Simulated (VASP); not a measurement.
AlN:

```
CELL_PARAMETERS angstrom
0.00000 2.18830 2.18830
2.18830 0.00000 2.18830
2.18830 2.18830 0.00000
ATOMIC_POSITIONS crystal
Al 0.00000 0.00000 0.00000
N 0.75000 0.75000 0.75000
```

Measurements of this composition are mostly on another form, of space group No. 186.

Program: VASP 6.6.1. Alike in all runs: task band structure; no spin polarisation; cell as given; k mesh 10 × 10 × 10; cutoff (eV) 520; smearing gaussian 0.03 eV.

Task: Order these runs on this cell by their pressure, lowest first.
A. level r2SCAN; potentials or basis VASP PAW PBE potentials, release 64 (Al, N)
B. level PBE; potentials or basis VASP PAW PBE potentials, release 64 (Al, N)
C. level LDA; potentials or basis VASP PAW LDA potentials, release 64 (Al, N)

Result: C (-4.2 GPa), A (-0.9 GPa), B (3.3 GPa).

Caveats: the PAW data sets were made with another functional, which shifts forces and pressure a little (some runs).
